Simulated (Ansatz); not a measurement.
An ideal cubic perovskite cell is held by its symmetry; such compounds can tilt or shift off centre at room temperature.

Where the default PAW files enter, the runs use the earlier of Ansatz's two default sets.

Tunnelling through a barrier is set by its complex band structure: the current falls as exp(−2κd) with the smallest κ.

Data:

```
CELL_PARAMETERS angstrom
      3.78295     0.00000     0.00000
      0.00000     5.34990     0.00000
      0.00000     2.67495     2.67495
ATOMIC_POSITIONS crystal
  La 0.50000 0.50000 0.00000
  Al 0.00000 0.00000 0.00000
  O  0.00000 0.00000 0.50000
  O  0.00000 0.50000 0.50000
  O  0.50000 0.00000 0.00000
```

Space group of this cell: Pm-3m, cubic perovskite. The cell is taken as given; by r2SCAN its mean pressure is 0.6 GPa.

Transport runs along the normal of the first two printed cell vectors, the (110) plane of the conventional cell.

The gap is the functional's own, uncorrected, and κ follows it; spin-orbit coupling is left out. Mid-gap means the computed energy nearest the middle.

Q: Give the band gap and the smallest decay constant κ at mid-gap that Ansatz (a first-principles code) with r2SCAN yields.

A: Gap 4.03 eV on a 12×12×12 mesh; κ = 0.337 1/Å, at the zone centre.
